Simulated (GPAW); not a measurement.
# NiO in GPAW: convergence with bands over the usual count

NiO:

```
Ni O
1.0
     0.00000    2.09131    2.09131
     2.09131    0.00000    2.09131
     2.09131    2.09131    0.00000
Ni O
1 1
Direct
  0.00000 0.00000 0.00000
  0.50000 0.50000 0.50000
```

```yaml
Program: GPAW 26.7.0
Task: convergence study
Functional: LDA
Potentials_or_basis: the program's PAW data sets (release 1.2.1) made for this functional
Cutoff: 800 eV
Basis: pw
k_mesh: 8 × 8 × 8
Occupations: fermi-dirac, width 0.05 eV
Spin: collinear spin, ferromagnetic start
Starting_moments: "[1.0, 0.0] μB"
```

These are the settings of the first run; the series varies bands over the usual count, with any setting tied to it.

Hardware: 1 thread of Arm Neoverse V2 (shared host).

```
bands over the usual count  energy less the tightest run, at zero smearing (meV/atom)  SCF cycles  CPU time (s)  peak memory (GiB)
                      0.72                                                       0.00          13            19               0.16
                       0.8                                                       0.00          13            20               0.16
                       0.9                                                       0.00          13            23               0.16
                         1                                                       0.00          13            25               0.16
                       1.3                                                       0.00          13            31               0.17
                       1.7                                                       0.00          13            42               0.18
                       2.5                                                       0.00          12            57               0.19
```

Against the tightest run, the energy stays within 1 meV/atom from 0.72 on. The tightest run that finished is the yardstick and may itself not be fully converged.

Caveat, for the tightest run too: a cell with one magnetic atom can't hold antiferromagnetic order, which such compounds often take.
